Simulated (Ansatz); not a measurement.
**LiNbO3 and a variant**

Base: an entry of the Crystallography Open Database (COD), ions relaxed with PBE at fixed cell.

```xyz
10
Lattice="2.5751 1.4867 4.6218 -2.5751 1.4867 4.6218 0.0000 -2.9735 4.6218" Properties=species:S:1:pos:R:3 pbc="T T T"
Li    0.0000    0.0000    3.8499
Li    0.0000    0.0000   10.7825
Nb    0.0000    0.0000   -0.0606
Nb    0.0000    0.0000    6.8721
O    -0.6592   -1.4402    5.4352
O     1.5768    0.1492    5.4352
O    -0.9176    1.2909    5.4352
O    -1.6575   -0.1958    7.7461
O     0.6592    1.5333    7.7461
O     0.9983   -1.3375    7.7461
```

Atom numbers follow the list; atoms alike are taken as one site, whose name carries the number of the first.

All values are calculated (Ansatz; DFT, PBE, plane waves and PAW, scalar-relativistic, 420 eV cutoff, Γ-centred 7×7×7 k-points, Fermi–Dirac smearing 0.02 eV), not measured.

**Question.** Variant: z stretched by 3 %, ions relaxed. What happens to the gradients (10²¹ V/m²)?

**Answer.** 

| site | atoms | V_zz base | η base | V_zz variant | η variant |
| --- | --- | --- | --- | --- | --- |
| Li | 1, 2 | 0.059 | 0.00 | 0.041 | 0.00 |
| Nb | 3, 4 | 3.49 | 0.00 | 1.80 | 0.00 |
| O | 5, 6, 7, 8, 9, … | 1.99 | 0.99 | 2.08 | 0.89 |

The largest change of V_zz is on Nb, from 3.49 to 1.80. In per cent, |V_zz| changes by -49 on Nb, +5 on O (all sites that start above 0.5).

Without spin–orbit coupling (the program notes it for Nb) the gradients are little affected as a rule: paired runs on crystals with a gap mostly move them by under 2 % at such atoms.
For the base: With these PAW files V_zz is typically within 2 to 3 % of all-electron values, but misses above 10 % occur on Li.
